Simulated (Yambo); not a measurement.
# Sb (P6_3/mmc) in Yambo: notebook

The runs below take Sb through G0W0 quasiparticle levels, optical spectrum, optical spectrum by the Bethe-Salpeter equation, with PBEsol.

All numbers are computed with Yambo 5.3.0; they aren't measurements. Logs are shortened: lines on timing, memory, paths and dates and some standing lists are left out, and cuts for length are marked.

**1. The undisturbed crystal**

Symmetry: P6_3/mmc, No. 194, hexagonal system. Conventional cell: a = 3.355 Å, b = 3.355 Å, c = 5.470 Å, α = 90.00°, β = 90.00°, γ = 120.00°. Sb (site symmetry -6m2) is surrounded by 12 Sb at 3.35 Å.

This isn't the form of Sb at room conditions, which is rhombohedral.

**2. G0W0 quasiparticle levels, PBEsol (cell squeezed)**

File g0w00.in:

```
gw0
dyson
el_el_corr
rim_cut
HF_and_locXC
ppa
em1d
RandQpts= 1000000
RandGvec= 50 RL
EXXRLvcs= 80 Ry
VXCRLvcs= 80 Ry
Chimod= "HARTREE"
% BndsRnXp
 1 | 95 |
%
NGsBlkXp= 6 Ry
% LongDrXp
 1 | 1 | 1 |
%
PPAPntXp= 27.21138 eV
% GbndRnge
 1 | 95 |
%
GTermKind= "BG"
DysSolver= "n"
ExtendOut
% QPkrange
 1 | 1 | 12 | 20 |
 3 | 3 | 12 | 20 |
 6 | 6 | 12 | 20 |
%
```

File scf.in:

```
&CONTROL
  calculation = 'scf'
  prefix = 'pwscf'
  outdir = './tmp'
  pseudo_dir = './pseudo'
/
&SYSTEM
  ibrav = 0
  nat = 2
  ntyp = 1
  ecutwfc = 80
  nbnd = 22
  occupations = 'smearing'
  smearing = 'fd'
  degauss = 0.00367493
  force_symmorphic = .true.
/
&ELECTRONS
  conv_thr = 4d-10
  electron_maxstep = 120
  mixing_beta = 0.5
/
ATOMIC_SPECIES
Sb   121.7600 Sb.upf
CELL_PARAMETERS angstrom
   3.2145946483    0.0000000000    0.0000000000
  -1.6072973242    2.7839206283    0.0000000000
   0.0000000000    0.0000000000    5.2419672719
ATOMIC_POSITIONS crystal
Sb     0.6666666667    0.3333333333    0.7500000000
Sb     0.3333333333    0.6666666667    0.2500000000
K_POINTS automatic
12 12 6 0 0 0
```

File nscf.in:

```
&CONTROL
  calculation = 'nscf'
  prefix = 'pwscf'
  outdir = './tmp'
  pseudo_dir = './pseudo'
/
&SYSTEM
  ibrav = 0
  nat = 2
  ntyp = 1
  ecutwfc = 80
  nbnd = 95
  occupations = 'smearing'
  smearing = 'fd'
  degauss = 0.00367493
  force_symmorphic = .true.
/
&ELECTRONS
  conv_thr = 1d-08
  diago_full_acc = .true.
  diago_thr_init = 1d-06
/
ATOMIC_SPECIES
Sb   121.7600 Sb.upf
CELL_PARAMETERS angstrom
   3.2145946483    0.0000000000    0.0000000000
  -1.6072973242    2.7839206283    0.0000000000
   0.0000000000    0.0000000000    5.2419672719
ATOMIC_POSITIONS crystal
Sb     0.6666666667    0.3333333333    0.7500000000
Sb     0.3333333333    0.6666666667    0.2500000000
K_POINTS automatic
3 3 2 0 0 0
```

Potentials or basis: PseudoDojo 0.4.1 SR PBEsol standard.

Started as:

```bash
OMP_NUM_THREADS=1 pw.x -in scf.in > scf.out
OMP_NUM_THREADS=1 pw.x -in nscf.in > nscf.out
cd tmp/pwscf.save; p2y; mv SAVE ../..; cd ../..
OMP_NUM_THREADS=1 yambo
OMP_NUM_THREADS=1 yambo -F g0w00.in -J g0w00 -C g0w00_out
```

Yambo's report:

```text
[... sections 02.01 to 02.04 as in the set-up run ...]

[... 5 lines left out ...]
  [X] Bosonic    Temperature                        :  0.258606E-1   300.100    [eV K]
  [X] Finite Temperature mode                       : yes
  [X] El. density                                   :  0.63950E+24 [cm-3]
  [X] Fermi Level                                   :  15.42328 [eV]

  [X] === Gaps and Widths ===
  [X] Conduction Band Min                           :  15.42328 [eV]
  [X] Valence Band Max                              :  15.42328 [eV]
  [X] Filled Bands                                  :  13
  [X] Metallic Bands                                :  14  18
  [X] Empty Bands                                   :   19   95

  [X] === Metallic Characters ===
  [X] N of el / N of met el                         :  30.00000   4.05556
  [X] Average metallic occ.                         :  0.202778

  [WARNING] [X] Metallic system

 [03] Transferred momenta grid and indexing
 ==========================================

 IBZ Q-points                                      :   6
 BZ  Q-points                                      :  18

 K/Q-points units:
 rlu = crystal or reduced units; cc = cartesian coordinates; iku = interal k-units

 Q [1]          [rlu]:  0.000000  0.000000  0.000000
 Q [2]          [rlu]:  0.000000  0.000000 -0.500000
 Q [3]          [rlu]:  0.50691E-16  0.33333       0.0000
 Q [4]          [rlu]:  0.50691E-16  0.33333     -0.50000
 Q [5]          [rlu]:  0.333333  0.333333  0.000000
 Q [6]          [rlu]:  0.333333  0.333333 -0.500000

 [04] Coloumb potential Random Integration (RIM)
 ===============================================

  [04.01] RIM initialization
  ==========================

  * Diagonal components only detected *

  8 x (sBL volume)        :  0.348244 [a.u.]
  sBZ random points       :  1000000
  Points outside the sBZ  :   7994252
  RL volume               :  0.783548 [a.u.]
  Integrated volume       :  0.784111 [a.u.]

  [04.02] RIM integrals
  =====================

  Gamma point sphere radius             :  0.127618 [a.u.]
  Points outside the sphere             :   799518
  [Int_sBZ(q=0) 1/q^2]*(Vol_sBZ)^(-1/3) =:  7.692147
                                 should be <:  7.795600
  [WR./g0w00//ndb.RIM]------------------------------------------------------------
   Brillouin Zone Q/K grids (IBZ/BZ)                :   6  18   6  18
   Coulomb cutoff potential                         : none
   Coulombian RL components                         :   55
   Coulombian diagonal components                   : yes
   RIM random points                                :  1000000
   RIM  RL volume             [a.u.]                :  0.784111
   Real RL volume             [a.u.]                :  0.783548
   Eps^-1 reference component                       : 0
   Eps^-1 components                                :  0.000000  0.000000  0.000000
   RIM anysotropy factor                            :  0.000000

  Summary of Coulomb integrals for non-metallic bands |Q|[au] RIM/Bare

  Q [1] 0.100000E-4 0.986729 * Q [2] 0.317144 0.992192
  Q [3] 0.398110 1.086048 * Q [4] 0.508991 1.046794
  Q [5] 0.689546 1.030116 * Q [6] 0.758983 1.023002

 [05] Dipoles
 ============

  [05.01] Setup: observables and procedures
  =========================================

  [WF-Oscillators/G space/Transverse up loader] Normalization (few states)  min/max  :  0.26021E-17   1.0000

[... 134 lines left out ...]
  [Hartree-Fock] Finite Temperature mode            : yes
  [Hartree-Fock] El. density                        :  0.63950E+24 [cm-3]
  [Hartree-Fock] Fermi Level                        :  15.42328 [eV]

  [Hartree-Fock] === Gaps and Widths ===
  [Hartree-Fock] Conduction Band Min                :  15.42328 [eV]
  [Hartree-Fock] Valence Band Max                   :  15.42328 [eV]
  [Hartree-Fock] Filled Bands                       :  13
  [Hartree-Fock] Metallic Bands                     :  14  18
  [Hartree-Fock] Empty Bands                        :   19   95

  [Hartree-Fock] === Metallic Characters ===
  [Hartree-Fock] N of el / N of met el              :  30.00000   4.05556
  [Hartree-Fock] Average metallic occ.              :  0.202778

  [WARNING] [Hartree-Fock] Metallic system

 [08] Dyson equation: Newton solver
 ==================================

 [WARNING] Response block size in GW reduced to 97      RL (3054    mHa)

  [08.01] G0W0 (W PPA)
  ====================

  [  GW  ] Bands range     :    1   95
  [GW/PPA] G damping       :  0.100000 [eV]

  QP @ state[ 1 ] K range:  1  1
  QP @ state[ 1 ] b range:  12  20
  QP @ state[ 2 ] K range:  3  3
  QP @ state[ 2 ] b range:  12  20
  QP @ state[ 3 ] K range:   6   6
  QP @ state[ 3 ] b range:  12  20
[... 11 lines left out ...]
   :: Time ordering fails/rest    :  0.502837
   :: Mean rel dev of PP cond     :  0.475729
   Current Q-pt index             :   4
   :: PP condition fails/total    :  0.493570
   :: Time ordering fails/rest    :  0.510598
   :: Mean rel dev of PP cond     :  0.493466
   Current Q-pt index             :   5
   :: PP condition fails/total    :  0.464236
   :: Time ordering fails/rest    :  0.495140
   :: Mean rel dev of PP cond     :  0.464131
   Current Q-pt index             :   6
   :: PP condition fails/total    :  0.480604
   :: Time ordering fails/rest    :  0.502762
   :: Mean rel dev of PP cond     :  0.480492

  [08.02] QP properties and I/O
  =============================

  Legend (energies in eV)
  - B  : Band       - Eo  : bare energy
  - E  : QP energy  - Z   : Renormalization factor
  - So : Sc(Eo)     - S   : Sc(E)
  - dSp: Sc derivative precision

  - lXC: Local XC (Perdew, Burke & Ernzerhof SOL(X)+Perdew, Burke & Ernzerhof SOL(C))
  -nlXC: non-Local XC (Hartree-Fock)

  QP [eV] @ K [1] (iku):  0.000000  0.000000  0.000000
   B=12 Eo=-10.46 E=-10.32 E-Eo=  0.14 Re(Z)=0.40 Im(Z)= -0.16158 nlXC=-17.96445 lXC=-12.95301 So=  5.27000
   B=13 Eo= -7.71 E= -8.34 E-Eo= -0.63 Re(Z)=0.74 Im(Z)=-0.550114E-3 nlXC= -14.5473 lXC= -10.5163 So=  3.18541
   B=14 Eo=  3.28 E=  2.75 E-Eo= -0.53 Re(Z)=0.81 Im(Z)=-0.987249E-2 nlXC= -8.68240 lXC= -12.4922 So= -4.46514
   B=15 Eo=  3.28 E=  2.73 E-Eo= -0.55 Re(Z)=0.81 Im(Z)=-0.975616E-2 nlXC= -8.68245 lXC= -12.4922 So= -4.49008
   B=16 Eo=  5.19 E=  4.70 E-Eo= -0.49 Re(Z)=0.80 Im(Z)=  0.07626 nlXC= -8.39646 lXC=-12.65095 So= -4.86449
   B=17 Eo=  5.19 E=  4.71 E-Eo= -0.48 Re(Z)=0.80 Im(Z)=  0.07581 nlXC= -8.39640 lXC=-12.65095 So= -4.85000
   B=18 Eo=  5.57 E=  5.17 E-Eo= -0.39 Re(Z)=0.71 Im(Z)= 0.588885E-3 nlXC= -8.57563 lXC= -12.9232 So= -4.90705
   B=19 Eo=  7.63 E=  7.84 E-Eo=  0.21 Re(Z)=0.82 Im(Z)= -0.02890 nlXC= -5.77438 lXC=-11.62053 So= -5.58597
   B=20 Eo=  8.47 E=  8.48 E-Eo=  0.01 Re(Z)=0.91 Im(Z)= -0.03362 nlXC= -4.12310 lXC=-10.03086 So= -5.89080

  QP [eV] @ K [3] (iku):  0.000000  0.333333  0.000000
   B=12 Eo= -8.71 E= -8.90 E-Eo= -0.19 Re(Z)=0.43 Im(Z)=  0.55954 nlXC=-17.52147 lXC=-13.35230 So=  3.92160
   B=13 Eo= -5.47 E= -6.07 E-Eo= -0.60 Re(Z)=0.80 Im(Z)=  0.02750 nlXC=-13.48501 lXC=-10.81445 So=  1.91752
   B=14 Eo= -5.12 E= -5.65 E-Eo= -0.53 Re(Z)=0.72 Im(Z)=-0.431455E-3 nlXC= -13.9373 lXC= -11.1534 So=  2.04842
   B=15 Eo= -1.30 E= -1.80 E-Eo= -0.49 Re(Z)=0.78 Im(Z)=-0.423343E-3 nlXC= -13.8579 lXC= -12.4487 So= 0.772224
   B=16 Eo=  0.04 E= -0.47 E-Eo= -0.51 Re(Z)=0.77 Im(Z)=-0.169195E-2 nlXC= -9.34107 lXC= -11.7251 So= -3.04815
   B=17 Eo=  1.31 E=  1.06 E-Eo= -0.25 Re(Z)=0.78 Im(Z)=-0.361454E-2 nlXC= -7.98393 lXC= -11.4246 So= -3.76100
   B=18 Eo=  3.94 E=  3.43 E-Eo= -0.51 Re(Z)=0.76 Im(Z)= -0.02752 nlXC= -9.02184 lXC=-12.72186 So= -4.37822
   B=19 Eo=  4.13 E=  4.32 E-Eo=  0.19 Re(Z)=0.79 Im(Z)= 0.939866E-2 nlXC= -5.69368 lXC= -10.7535 So= -4.81831
   B=20 Eo=  7.49 E=  7.23 E-Eo= -0.27 Re(Z)=0.80 Im(Z)=  0.09189 nlXC= -5.19746 lXC=-10.63524 So= -5.77115

  QP [eV] @ K [6] (iku):  0.333333  0.500000 -0.500000
   B=12 Eo= -8.81 E= -8.98 E-Eo= -0.17 Re(Z)=0.80 Im(Z)=  0.04213 nlXC=-17.55420 lXC=-13.39588 So=  3.94886
   B=13 Eo= -5.92 E= -6.44 E-Eo= -0.52 Re(Z)=0.74 Im(Z)= -0.02967 nlXC=-14.30196 lXC=-11.01186 So=  2.58957
   B=14 Eo= -5.92 E= -6.44 E-Eo= -0.52 Re(Z)=0.75 Im(Z)= -0.02698 nlXC=-14.30193 lXC=-11.01186 So=  2.58825
   B=15 Eo= -4.78 E= -5.42 E-Eo= -0.64 Re(Z)=0.77 Im(Z)=-0.142100E-3 nlXC= -13.4827 lXC= -10.8276 So=  1.82424
   B=16 Eo= -4.78 E= -5.42 E-Eo= -0.64 Re(Z)=0.77 Im(Z)=-0.126337E-2 nlXC= -13.4827 lXC= -10.8272 So=  1.82444
   B=17 Eo=  2.62 E=  2.20 E-Eo= -0.42 Re(Z)=0.75 Im(Z)=-0.723570E-2 nlXC= -8.80341 lXC= -12.3473 So= -4.09976
   B=18 Eo=  2.62 E=  2.20 E-Eo= -0.42 Re(Z)=0.75 Im(Z)=-0.723477E-2 nlXC= -8.80343 lXC= -12.3473 So= -4.09960
   B=19 Eo=  7.21 E=  7.16 E-Eo= -0.05 Re(Z)=0.47 Im(Z)= -0.21058 nlXC= -5.67534 lXC=-11.41812 So= -5.81169
   B=20 Eo=  7.21 E=  7.16 E-Eo= -0.05 Re(Z)=0.47 Im(Z)= -0.21015 nlXC= -5.67526 lXC=-11.41812 So= -5.81208

  [WR./g0w00//ndb.QP]-------------------------------------------------------------
   Lattice constants                                :  6.074703  5.260848  9.905882
   Coulomb cutoff potential                         : none
   Electronic Temperature                           :  300.1000 [K]
   Bosonic    Temperature                           :  300.1000 [K]
   Green`s function   energies                      : Perdew, Burke & Ernzerhof SOL(X)+Perdew, Burke & Ernzerhof SOL(C)
   wavefunctions                                    : Perdew, Burke & Ernzerhof SOL(X)+Perdew, Burke & Ernzerhof SOL(C)
   PPA    diel. fun.  energies                      : Perdew, Burke & Ernzerhof SOL(X)+Perdew, Burke & Ernzerhof SOL(C)
   wavefunctions                                    : Perdew, Burke & Ernzerhof SOL(X)+Perdew, Burke & Ernzerhof SOL(C)
   QP tot states                                    :  27
   GW solver                                        : Newton
   GW approximation                                 : PPA
   PPA imaginary Energy                             :  27.21138 ev
   RIM G`s                                          :   55
   RIM random pts                                   :  1000000
   dS/dw steps                                      :  2
   dS/dw step                                       :  0.100000 ev
   X G`s                                            :   97 used
   X G`s                                            :   97 disk
   X bands                                          :    1   95
   X poles                                          :  100.0000 o/o
   X e/h E range                                    : -1.000000 -1.000000 ev
   X Hxc Kernel                                     : HARTREE
   X BZ energy Double Grid                          : no
   X Optical Averaged directions                    : none
   Sc/G bands                                       :    1   95
   Sc/G damping                                     :  0.100000 ev
   Sc bands terminator                              : yes
   Sc terminator kind                               : BG
   Sc Terminator pole                               :  40.81708
   Sx RL components                                 :   3851

   QP @ state[ 1 ] K range                          :  1  1
   QP @ state[ 1 ] b range                          :  12  20
   QP @ state[ 2 ] K range                          :  3  3
   QP @ state[ 2 ] b range                          :  12  20
   QP @ state[ 3 ] K range                          :   6   6
   QP @ state[ 3 ] b range                          :  12  20
   GF energies kind                                 : Perdew, Burke & Ernzerhof SOL(X)+Perdew, Burke & Ernzerhof SOL(C)
   GF WF`s kind                                     : Perdew, Burke & Ernzerhof SOL(X)+Perdew, Burke & Ernzerhof SOL(C)
   Xs energies kind                                 : Perdew, Burke & Ernzerhof SOL(X)+Perdew, Burke & Ernzerhof SOL(C)
   Xs WF`s kind                                     : Perdew, Burke & Ernzerhof SOL(X)+Perdew, Burke & Ernzerhof SOL(C)
```

Wall time 2.4 min (1 thread of Arm Neoverse V2, shared host); peak memory 0.35 GiB.

What came out:

```yaml
Band_gap_on_the_k_mesh_mean-field_level: none (metal or under the smearing width)
```

Quasiparticle terms (eV):
| k point | band | Kohn-Sham level | Vxc | Σx | Σc | Z | result |
| --- | --- | --- | --- | --- | --- | --- | --- |
| (0.000, 0.000, 0.000) | 12 | -10.46 | -12.95 | -17.96 | 5.27 | 0.40 | -10.32 |
| (0.000, 0.000, 0.000) | 13 | -7.71 | -10.52 | -14.55 | 3.19 | 0.74 | -8.34 |
| (0.000, 0.000, 0.000) | 14 | 3.28 | -12.49 | -8.68 | -4.47 | 0.81 | 2.75 |
| (0.000, 0.000, 0.000) | 15 | 3.28 | -12.49 | -8.68 | -4.49 | 0.81 | 2.73 |
| (0.000, 0.000, 0.000) | 16 | 5.19 | -12.65 | -8.40 | -4.86 | 0.80 | 4.70 |
| (0.000, 0.000, 0.000) | 17 | 5.19 | -12.65 | -8.40 | -4.85 | 0.80 | 4.71 |
| (0.000, 0.000, 0.000) | 18 | 5.57 | -12.92 | -8.58 | -4.91 | 0.71 | 5.17 |
| (0.000, 0.000, 0.000) | 19 | 7.63 | -11.62 | -5.77 | -5.59 | 0.82 | 7.84 |
| (0.000, 0.000, 0.000) | 20 | 8.47 | -10.03 | -4.12 | -5.89 | 0.91 | 8.48 |
| (0.000, 0.333, 0.000) | 12 | -8.71 | -13.35 | -17.52 | 3.92 | 0.43 | -8.90 |
| (0.000, 0.333, 0.000) | 13 | -5.47 | -10.81 | -13.49 | 1.92 | 0.80 | -6.07 |
| (0.000, 0.333, 0.000) | 14 | -5.12 | -11.15 | -13.94 | 2.05 | 0.72 | -5.65 |
| (0.000, 0.333, 0.000) | 15 | -1.30 | -12.45 | -13.86 | 0.77 | 0.78 | -1.80 |
| (0.000, 0.333, 0.000) | 16 | 0.04 | -11.73 | -9.34 | -3.05 | 0.77 | -0.47 |
| (0.000, 0.333, 0.000) | 17 | 1.31 | -11.42 | -7.98 | -3.76 | 0.78 | 1.06 |
| (0.000, 0.333, 0.000) | 18 | 3.94 | -12.72 | -9.02 | -4.38 | 0.76 | 3.43 |
| (0.000, 0.333, 0.000) | 19 | 4.13 | -10.75 | -5.69 | -4.82 | 0.79 | 4.32 |
| (0.000, 0.333, 0.000) | 20 | 7.49 | -10.64 | -5.20 | -5.77 | 0.80 | 7.23 |
| (0.333, 0.333, -0.500) | 12 | -8.81 | -13.40 | -17.55 | 3.95 | 0.80 | -8.98 |
| (0.333, 0.333, -0.500) | 13 | -5.92 | -11.01 | -14.30 | 2.59 | 0.74 | -6.44 |

Caveat: the k mesh is coarse (spacing up to 0.75 Å⁻¹), so the values aren't converged; the potentials hold a filled d shell without the s and p states of that shell, which can shift GW gaps by tenths of an eV, either way; the plasmon-pole model is rough for a metal; the ground state has no gap, which makes the many-body step unreliable; this version prints the column dSc/dw multiplied by 27.2; the terminator is approximate in this version, by hundredths of an eV. The run has no spin-orbit coupling, so splittings on Sb are missing.

**3. Optical spectrum, PBEsol (cell squeezed)**

File optics1.in:

```
optics
chi
Chimod= "HARTREE"
% BndsRnXd
 1 | 40 |
%
NGsBlkXd= 3 Ry
% LongDrXd
 1 | 0 | 0 |
%
% QpntsRXd
 1 | 1 |
%
% EnRngeXd
 0 | 20 | eV
%
% DmRngeXd
 0.1 | 0.1 | eV
%
ETStpsXd= 200
```

scf.in is that of step 2.

nscf.in is that of step 2.

Potentials or basis: PseudoDojo 0.4.1 SR PBEsol standard.

Started as:

```bash
OMP_NUM_THREADS=1 pw.x -in scf.in > scf.out
OMP_NUM_THREADS=1 pw.x -in nscf.in > nscf.out
cd tmp/pwscf.save; p2y; mv SAVE ../..; cd ../..
OMP_NUM_THREADS=1 yambo
OMP_NUM_THREADS=1 yambo -F optics1.in -J optics1 -C optics1_out
```

Yambo's report:

```text
[... sections 02.01 to 02.04 as in the set-up run ...]

[... 5 lines left out ...]
  [X] Bosonic    Temperature                        :  0.258606E-1   300.100    [eV K]
  [X] Finite Temperature mode                       : yes
  [X] El. density                                   :  0.63950E+24 [cm-3]
  [X] Fermi Level                                   :  15.42328 [eV]

  [X] === Gaps and Widths ===
  [X] Conduction Band Min                           :  15.42328 [eV]
  [X] Valence Band Max                              :  15.42328 [eV]
  [X] Filled Bands                                  :  13
  [X] Metallic Bands                                :  14  18
  [X] Empty Bands                                   :   19   95

  [X] === Metallic Characters ===
  [X] N of el / N of met el                         :  30.00000   4.05556
  [X] Average metallic occ.                         :  0.202778

  [WARNING] [X] Metallic system

 [03] Transferred momenta grid and indexing
 ==========================================

 IBZ Q-points                                      :   6
 BZ  Q-points                                      :  18

 K/Q-points units:
 rlu = crystal or reduced units; cc = cartesian coordinates; iku = interal k-units

 Q [1]          [rlu]:  0.000000  0.000000  0.000000
 Q [2]          [rlu]:  0.000000  0.000000 -0.500000
 Q [3]          [rlu]:  0.50691E-16  0.33333       0.0000
 Q [4]          [rlu]:  0.50691E-16  0.33333     -0.50000
 Q [5]          [rlu]:  0.333333  0.333333  0.000000
 Q [6]          [rlu]:  0.333333  0.333333 -0.500000

 [WARNING] [Xd] User bands 1-40 break level degeneracy

 [04] Dipoles
 ============

  [04.01] Setup: observables and procedures
  =========================================

  [WF-Oscillators/G space/Transverse up loader] Normalization (few states)  min/max  :  0.26021E-17   1.0000

  [WR./optics1//ndb.dipoles]------------------------------------------------------
   Brillouin Zone Q/K grids (IBZ/BZ)                :   6  18   6  18
   RL vectors                                       :   4819 [WF]
   Fragmentation                                    : yes
   Electronic Temperature                           :  300.1000 [K]
   Bosonic    Temperature                           :  300.1000 [K]
   DIP band range                                   :    1   40
   DIP band range limits                            :  18  14
   DIP e/h energy range                             : -1.000000 -1.000000 [eV]
   RL vectors in the sum                            :   4819
   [r,Vnl] included                                 : yes
   Bands ordered                                    : yes
[... 7 lines left out ...]
  [WARNING] In case H contains other non local terms, these are neglected

 [05] Optics
 ===========

 [X-CG] R(p) Tot o/o(of R):    982   7171    100

 [WARNING] The system is a metal but Drude term not included.
```

It took 99 s on 1 thread of Arm Neoverse V2, shared host; peak memory 0.28 GiB.

Results:

* Band gap on the k mesh, mean-field level: none (metal or under the smearing width)

Dielectric function (along the field direction of the input):
| energy (eV) | real part | imaginary part |
| --- | --- | --- |
| 0.30 | 19.81 | 0.52 |
| 1.31 | 58.62 | 63.41 |
| 2.31 | -2.81 | 1.26 |
| 3.32 | 5.43 | 0.92 |
| 4.42 | -12.70 | 14.25 |
| 5.43 | -1.93 | 3.80 |
| 6.43 | -2.47 | 0.62 |
| 7.54 | -1.23 | 0.22 |
| 8.54 | 0.02 | 0.18 |
| 9.55 | -0.77 | 0.57 |
| 10.65 | 0.16 | 0.05 |
| 11.66 | 0.38 | 0.08 |
| 12.66 | 0.69 | 0.09 |
| 13.77 | 0.56 | 0.19 |
| 14.77 | 0.76 | 0.09 |
| 15.78 | 0.83 | 0.07 |
| 16.88 | 0.84 | 0.10 |
| 17.89 | 0.93 | 0.04 |
| 18.89 | 0.98 | 0.23 |
| 20.00 | 1.05 | 0.40 |

Caveat: the k mesh is coarse (spacing up to 0.75 Å⁻¹), so the values aren't converged; the intraband (Drude) term of the metal is left out; the ground state has no gap, which makes the many-body step unreliable; spectra need much finer meshes, so this one isn't converged; these spectra lack excitons. Spin-orbit coupling is left out, which matters for the levels of Sb.

(Continued in part 2 of 3.)
